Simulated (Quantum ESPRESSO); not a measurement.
# TaN (P-6m2) in Quantum ESPRESSO: convergence with k mesh

Aim: find how far k mesh must go before the results for TaN settle, at PBEsol. This setting moves, with any that are tied to it; all else stays.

All numbers are computed with Quantum ESPRESSO 7.5; they aren't measurements. Logs are shortened: lines on timing, memory, paths and dates and some standing lists are left out, and cuts for length are marked.

### 1 The crystal as given

It takes space group P-6m2 (No. 187, hexagonal). The conventional cell has a = 2.938 Å, b = 2.938 Å, c = 2.883 Å, α = 90.00°, β = 90.00°, γ = 120.00°. Around Ta (site symmetry -6m2) lie 6 N at 2.23 Å. Around N (site symmetry -6m2) lie 6 Ta at 2.23 Å.

### 2 With k mesh 2 × 2 × 1

Contents of pw.in:

```
&CONTROL
  calculation = 'scf'
  prefix = 'pwscf'
  outdir = './tmp'
  pseudo_dir = './pseudo'
  tprnfor = .true.
  tstress = .true.
  disk_io = 'nowf'
/
&SYSTEM
  ibrav = 0
  nat = 2
  ntyp = 2
  ecutwfc = 132
  nbnd = 24
  occupations = 'smearing'
  smearing = 'mv'
  degauss = 0.00999582
/
&ELECTRONS
  conv_thr = 4d-10
  electron_maxstep = 120
  mixing_beta = 0.5
/
ATOMIC_SPECIES
Ta   180.9479 Ta.upf
N     14.0070 N.upf
CELL_PARAMETERS angstrom
   2.9380011100    0.0000000000    0.0000000000
  -1.4690005500    2.5443836000    0.0000000000
   0.0000000000    0.0000000000    2.8830022100
ATOMIC_POSITIONS crystal
Ta     0.3333333333    0.6666666667    0.5000000000
N      0.0000000000    0.0000000000    0.0000000000
K_POINTS automatic
2 2 1 0 0 0
```

Potentials or basis: PseudoDojo 0.4 SR PBEsol stringent.

Launch:

```console
OMP_NUM_THREADS=1 pw.x -in pw.in > pw.out
```

Wall time 3 s (1 thread of Arm Neoverse V2, shared host); peak memory 0.07 GiB.

What came out:

* Free energy: -9104.1063 eV
* Pressure: -12.5 GPa
* Band gap on the k mesh: 4.86 eV, direct

### 3 With k mesh 3 × 3 × 3

Changes to pw.in since step 2:

```diff
@@ -35,2 +35,2 @@
 K_POINTS automatic
-2 2 1 0 0 0
+3 3 3 0 0 0
```

Potentials or basis: PseudoDojo 0.4 SR PBEsol stringent.

Launch:

```console
OMP_NUM_THREADS=1 pw.x -in pw.in > pw.out
```

Run time: 7.4 s. Hardware: 1 thread of Arm Neoverse V2, shared host; peak memory 0.08 GiB.

What came out:

| Property | Result |
| --- | --- |
| Free energy | -9103.8204 eV |
| Pressure | -2.0 GPa |
| Band gap on the k mesh | none (metal or under the smearing width) |

### 4 With k mesh 4 × 4 × 4

Changes to pw.in since step 3:

```diff
@@ -35,2 +35,2 @@
 K_POINTS automatic
-3 3 3 0 0 0
+4 4 4 0 0 0
```

Launch:

```console
OMP_NUM_THREADS=1 pw.x -in pw.in > pw.out
```

Wall time 14 s (1 thread of Arm Neoverse V2, shared host); peak memory 0.09 GiB.

What came out:

| Item | Value |
| --- | --- |
| Free energy | -9104.0783 eV |
| Pressure | -4.7 GPa |
| Band gap on the k mesh | none (metal or under the smearing width) |

### 5 With k mesh 6 × 6 × 5

Changes to pw.in since step 4:

```diff
@@ -35,2 +35,2 @@
 K_POINTS automatic
-4 4 4 0 0 0
+6 6 5 0 0 0
```

Launch:

```console
OMP_NUM_THREADS=1 pw.x -in pw.in > pw.out
```

Wall time 24 s (1 thread of Arm Neoverse V2, shared host); peak memory 0.1 GiB.

What came out:

* Free energy: -9104.1530 eV
* Pressure: -5.6 GPa
* Band gap on the k mesh: none (metal or under the smearing width)

### 6 With k mesh 8 × 8 × 7

Changes to pw.in since step 5:

```diff
@@ -35,2 +35,2 @@
 K_POINTS automatic
-6 6 5 0 0 0
+8 8 7 0 0 0
```

Potentials or basis: PseudoDojo 0.4 SR PBEsol stringent.

Launch:

```console
OMP_NUM_THREADS=1 pw.x -in pw.in > pw.out
```

Wall time 45 s (1 thread of Arm Neoverse V2, shared host); peak memory 0.12 GiB.

The run converged. Its results:

* Free energy: -9104.1467 eV
* Pressure: -5.5 GPa
* Band gap on the k mesh: none (metal or under the smearing width)

### 7 With k mesh 9 × 9 × 8

Changes to pw.in since step 6:

```diff
@@ -35,2 +35,2 @@
 K_POINTS automatic
-8 8 7 0 0 0
+9 9 8 0 0 0
```

Launch:

```console
OMP_NUM_THREADS=1 pw.x -in pw.in > pw.out
```

Run time: 67 s. Hardware: 1 thread of Arm Neoverse V2, shared host; peak memory 0.15 GiB.

Results (log left out):

- Free energy: -9104.1483 eV
- Pressure: -5.5 GPa
- Band gap on the k mesh: none (metal or under the smearing width)

### 8 With k mesh 10 × 10 × 9

Changes to pw.in since step 7:

```diff
@@ -35,2 +35,2 @@
 K_POINTS automatic
-9 9 8 0 0 0
+10 10 9 0 0 0
```

Launch:

```console
OMP_NUM_THREADS=1 pw.x -in pw.in > pw.out
```

It took 78 s on 1 thread of Arm Neoverse V2, shared host; peak memory 0.16 GiB.

It converged, with:

* Free energy: -9104.1482 eV
* Pressure: -5.5 GPa
* Band gap on the k mesh: none (metal or under the smearing width)

### 9 With k mesh 12 × 12 × 11

Changes to pw.in since step 8:

```diff
@@ -35,2 +35,2 @@
 K_POINTS automatic
-10 10 9 0 0 0
+12 12 11 0 0 0
```

Potentials or basis: PseudoDojo 0.4 SR PBEsol stringent.

Launch:

```console
OMP_NUM_THREADS=1 pw.x -in pw.in > pw.out
```

It took 2.1 min on 1 thread of Arm Neoverse V2, shared host; peak memory 0.22 GiB.

The run converged. Its results:

```
Free energy            : -9104.1478 eV
Pressure               : -5.5 GPa
Band gap on the k mesh : none (metal or under the smearing width)
```

### 10 With k mesh 14 × 14 × 13

Changes to pw.in since step 9:

```diff
@@ -35,2 +35,2 @@
 K_POINTS automatic
-12 12 11 0 0 0
+14 14 13 0 0 0
```

Potentials or basis: PseudoDojo 0.4 SR PBEsol stringent.

Launch:

```console
OMP_NUM_THREADS=1 pw.x -in pw.in > pw.out
```

pw.out:

```text
This program is part of the open-source Quantum ESPRESSO suite
     for quantum simulation of materials; please cite
[... 9 lines left out ...]
     --------------------
     sticks:   dense  smooth     PW     G-vecs:    dense   smooth      PW
     Sum        1135    1135    313                29877    29877    4629

     Using Slab Decomposition

     bravais-lattice index     =            0
     lattice parameter (alat)  =       5.5520  a.u.
     unit-cell volume          =     145.4374 (a.u.)^3
     number of atoms/cell      =            2
     number of atomic types    =            2
     number of electrons       =        32.00
     number of Kohn-Sham states=           24
     kinetic-energy cutoff     =     132.0000  Ry
     charge density cutoff     =     528.0000  Ry
     scf convergence threshold =      4.0E-10
     mixing beta               =       0.5000
     number of iterations used =            8  plain     mixing
     Exchange-correlation= PBESOL
                           (   1   4  10   8   0   0   0)

     celldm(1)=   5.552017  celldm(2)=   0.000000  celldm(3)=   0.000000
     celldm(4)=   0.000000  celldm(5)=   0.000000  celldm(6)=   0.000000

     crystal axes: (cart. coord. in units of alat)
               a(1) = (   1.000000   0.000000   0.000000 )
               a(2) = (  -0.500000   0.866025   0.000000 )
               a(3) = (   0.000000   0.000000   0.981280 )

     reciprocal axes: (cart. coord. in units 2 pi/alat)
               b(1) = (  1.000000  0.577350 -0.000000 )
               b(2) = (  0.000000  1.154701  0.000000 )
               b(3) = (  0.000000 -0.000000  1.019077 )

     PseudoPot. # 1 for Ta read from file:
     Ta.upf
     Pseudo is Norm-conserving + core correction, Zval = 27.0
     Generated using ONCVPSP code by D. R. Hamann
     Using radial grid of 1432 points,  8 beta functions with:
                l(1) =   0
                l(2) =   0
                l(3) =   1
                l(4) =   1
                l(5) =   2
                l(6) =   2
                l(7) =   3
                l(8) =   3

     PseudoPot. # 2 for N  read from file:
     N.upf
     Pseudo is Norm-conserving + core correction, Zval =  5.0
     Generated using ONCVPSP code by D. R. Hamann
     Using radial grid of 1058 points,  4 beta functions with:
                l(1) =   0
                l(2) =   0
                l(3) =   1
                l(4) =   1

     atomic species   valence    mass     pseudopotential
     Ta               27.00   180.94790     Ta( 1.00)
     N                 5.00    14.00700     N ( 1.00)

     12 Sym. Ops. (no inversion) found

   Cartesian axes

     site n.     atom                  positions (alat units)
         1        Ta     tau(   1) = (   0.0000000   0.5773503   0.4906401  )
         2        N      tau(   2) = (   0.0000000   0.0000000   0.0000000  )

     number of k points=   168  Marzari-Vanderbilt smearing, width (Ry)=  0.0100

     Number of k-points >= 100: set verbosity='high' to print them.

     Dense  grid:    29877 G-vectors     FFT dimensions: (  45,  45,  40)

     Initial potential from superposition of free atoms

     starting charge      31.9992, renormalised to      32.0000
     Starting wfcs are   21 randomized atomic wfcs +    3 random wfcs

     Self-consistent Calculation

     iteration #  1     ecut=   132.00 Ry     beta= 0.50
     Davidson diagonalization with overlap
     ethr =  1.00E-02,  avg # of iterations =  4.1

     total energy              =    -668.99823125 Ry
     estimated scf accuracy    <       0.37226609 Ry

     iteration #  2     ecut=   132.00 Ry     beta= 0.50
     Davidson diagonalization with overlap
     ethr =  1.16E-03,  avg # of iterations =  2.0

     total energy              =    -669.10205758 Ry
     estimated scf accuracy    <       0.21616428 Ry

     iteration #  3     ecut=   132.00 Ry     beta= 0.50
     Davidson diagonalization with overlap
     ethr =  6.76E-04,  avg # of iterations =  1.8

     total energy              =    -669.14212013 Ry
     estimated scf accuracy    <       0.00284617 Ry

     iteration #  4     ecut=   132.00 Ry     beta= 0.50
     Davidson diagonalization with overlap
     ethr =  8.89E-06,  avg # of iterations =  2.9

     total energy              =    -669.14250608 Ry
     estimated scf accuracy    <       0.00010952 Ry

     iteration #  5     ecut=   132.00 Ry     beta= 0.50
     Davidson diagonalization with overlap
     ethr =  3.42E-07,  avg # of iterations =  2.4

     total energy              =    -669.14252203 Ry
     estimated scf accuracy    <       0.00000939 Ry

     iteration #  6     ecut=   132.00 Ry     beta= 0.50
     Davidson diagonalization with overlap
     ethr =  2.94E-08,  avg # of iterations =  2.0

     total energy              =    -669.14252269 Ry
     estimated scf accuracy    <       0.00000066 Ry

     iteration #  7     ecut=   132.00 Ry     beta= 0.50
     Davidson diagonalization with overlap
     ethr =  2.05E-09,  avg # of iterations =  2.0

     total energy              =    -669.14252280 Ry
     estimated scf accuracy    <       0.00000002 Ry

     iteration #  8     ecut=   132.00 Ry     beta= 0.50
     Davidson diagonalization with overlap
     ethr =  6.52E-11,  avg # of iterations =  2.0

     total energy              =    -669.14252280 Ry
     estimated scf accuracy    <          2.0E-09 Ry

     iteration #  9     ecut=   132.00 Ry     beta= 0.50
     Davidson diagonalization with overlap
     ethr =  6.28E-12,  avg # of iterations =  2.0

     End of self-consistent calculation

     Number of k-points >= 100: set verbosity='high' to print the bands.

     the Fermi energy is    24.1299 ev

!    total energy              =    -669.14252280 Ry
     estimated scf accuracy    <          1.1E-10 Ry
     smearing contrib. (-TS)   =      -0.00000531 Ry
     internal energy E=F+TS    =    -669.14251750 Ry

     The total energy is F=E-TS. E is the sum of the following terms:
     one-electron contribution =    -309.37142483 Ry
     hartree contribution      =     197.01501121 Ry
     xc contribution           =    -110.46087633 Ry
     ewald contribution        =    -446.32522755 Ry

     convergence has been achieved in   9 iterations

     Forces acting on atoms (cartesian axes, Ry/au):

     atom    1 type  1   force =     0.00000000    0.00000000    0.00000000
     atom    2 type  2   force =     0.00000000    0.00000000    0.00000000

     Total force =     0.000000     Total SCF correction =     0.000000

     Computing stress (Cartesian axis) and pressure

          total   stress  (Ry/bohr**3)                   (kbar)     P=      -54.92
  -0.00036831   0.00000000  -0.00000000          -54.18        0.00       -0.00
   0.00000000  -0.00036831  -0.00000000            0.00      -54.18       -0.00
   0.00000000   0.00000000  -0.00038332            0.00        0.00      -56.39

=------------------------------------------------------------------------------=
   JOB DONE.
=------------------------------------------------------------------------------=
```

Wall time 3.1 min (1 thread of Arm Neoverse V2, shared host); peak memory 0.3 GiB.

Results:

```
Free energy            : -9104.1478 eV
Pressure               : -5.5 GPa
Band gap on the k mesh : none (metal or under the smearing width)
```

### 11 Result

```tsv
k mesh	energy less the tightest run, at zero smearing (meV/atom)	pressure (GPa)	gap on the mesh (eV)	SCF cycles	CPU time (s)	peak memory (GiB)
2 × 2 × 1	20.76	-12.51	4.860	9	3	0.07
3 × 3 × 3	163.73	-2.04	0.000	9	7.4	0.08
4 × 4 × 4	34.77	-4.70	0.000	9	14	0.09
6 × 6 × 5	-2.58	-5.56	0.000	9	24	0.1
8 × 8 × 7	0.55	-5.49	0.000	9	45	0.12
9 × 9 × 8	-0.24	-5.50	0.000	9	67	0.15
10 × 10 × 9	-0.19	-5.50	0.000	9	78	0.16
12 × 12 × 11	0.00	-5.49	0.000	9	120	0.22
14 × 14 × 13	0.00	-5.49	0.000	9	180	0.3
```

Against the tightest run, the energy stays within 1 meV/atom from 8 × 8 × 7 on; the pressure stays within 0.1 GPa from 6 × 6 × 5 on; the gap on the mesh stays within 0.01 eV from 3 × 3 × 3 on. Meshes of other sizes hit other points, so gaps and Fermi surfaces needn't settle smoothly. The tightest run that finished is the yardstick and may itself not be fully converged.
